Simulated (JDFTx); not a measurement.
Cu under changes of volume

One of the cells (11.436 Å³/atom); the others are scaled copies at fixed shape and fractional positions:

```xyz
2
Lattice="2.5341 0.0000 0.0000 -1.2670 2.1946 0.0000 0.0000 0.0000 4.1126" Properties=species:S:1:pos:R:3 pbc="T T T"
Cu    1.2670    0.7315    3.0844
Cu    0.0000    1.4631    1.0281
```

This isn't the form of Cu at room conditions, which is fcc.

- Program: JDFTx 1.7.0 (patched build)
- Functional: PBE
- Potentials or basis: PseudoDojo-SR-PBE-0.5-standard with smoothed tails
- Cutoff: 1252 eV
- Density cutoff: 10014 eV
- k mesh: 12 × 12 × 7
- Occupations: fermi-dirac, width 0.05 eV
- Spin: no spin polarisation

| volume (Å³/atom) | energy over the lowest point (meV/atom) | pressure (GPa) |
| --- | --- | --- |
| 10.749 | 67.30 | 19.8 |
| 10.978 | 42.42 | 15.1 |
| 11.207 | 23.91 | 10.9 |
| 11.436 | 11.05 | 7.1 |
| 11.664 | ? | ? |
| 11.893 | 0.00 | 0.8 |
| 12.122 | 0.76 | -1.9 |

Question: What does the run at 11.664 Å³/atom give?

Answer: Energy over the lowest point 3.26 meV/atom; pressure 3.8 GPa.

Worked out: A Birch-Murnaghan fit of order 3 (a polynomial in V^(-2/3)) to the other rows has its minimum at 11.96 Å³/atom with B0 = V·E''(V) = 143 GPa and B' = 4.9 at fixed shape and positions, which overstates the stiffness. It gives 3.29 meV/atom at 11.664 Å³/atom, against the run's 3.26, and -dE/dV = 3.8 GPa, against 3.8.

Energies are extrapolated to zero smearing.
